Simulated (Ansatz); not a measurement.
Runs of Ansatz 0.2.0 on Sb. It takes space group Pm-3m (No. 221, cubic). The conventional cell has a = 3.160 Å, b = 3.160 Å, c = 3.160 Å, α = 90.00°, β = 90.00°, γ = 90.00°. Sb (site symmetry m-3m) has 6 Sb at 3.16 Å as nearest neighbours. This isn't the form of Sb at room conditions, which is rhombohedral.

```csv
task,level,spin,cutoff (eV),points for each segment of the path,atoms under strain,q mesh,gap on the mesh (eV),pressure (GPa)
density of states,PBEsol,off,420,-,-,-,none,-4.7
band structure,LDA,off,420,14,-,-,none,-5.7
elastic constants,PBEsol,off,420,-,relaxed,-,none,-4.7
band structure,PBEsol,"SOC, no magnetisation",420,14,-,-,none,-4.5
band structure,r2SCAN,off,500,14,-,-,none,(a)
phonons,PBEsol,off,420,8,-,4 × 4 × 4,none,-
```

Alike in all rows: potentials or basis Ansatz PAW; cell as given; k mesh 8 × 8 × 8; smearing fermi-dirac 0.05 eV.

Question: Fill in the values left out.

Answer: (a) -3.3.

Caveats: the PAW data sets come from PBE, with cores solved anew for the run's functional, which leaves a small shift of forces and pressure; spin-orbit coupling is left out, which moves the levels of the heavy elements (some runs); the cell is more than 3 GPa from zero pressure, which shifts response properties (some runs); the elastic tensor has a negative eigenvalue, so either the cell is unstable as it stands or the mesh is too thin (some runs); some modes are imaginary (some runs); some levels weren't fully converged (some runs).

A k mesh can miss the band edges, and rows without SOC leave out spin-orbit coupling on Sb.

A gap of «none» marks a metal or a gap under the smearing width.
